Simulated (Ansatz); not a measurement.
The system is CdF2.

```
Cd F
1.0
     0.00000    2.69400    2.69400
     2.69400    0.00000    2.69400
     2.69400    2.69400    0.00000
Cd F
1 2
Direct
  0.00000 0.00000 0.00000
  0.75000 0.75000 0.75000
  0.25000 0.25000 0.25000
```

Program: Ansatz 0.2.0. Alike in all runs: task band structure; potentials or basis Ansatz PAW; no spin polarisation; cell as given; k mesh 5 × 5 × 5; smearing fermi-dirac 0.05 eV.

Question: Order these runs on this cell by their band gap on the k mesh, lowest first.
A. level B3LYP; cutoff (eV) 420
B. level r2SCAN0; cutoff (eV) 500
C. level PBEsol0; cutoff (eV) 420
D. level HSE06; cutoff (eV) 420
E. level HSEsol; cutoff (eV) 420

Answer: E (5.14 eV), D (5.30 eV), A (5.49 eV), C (5.90 eV), B (6.52 eV).

Caveats: the k mesh misses the band edges, so the gap on the mesh is wider than the one along the path.
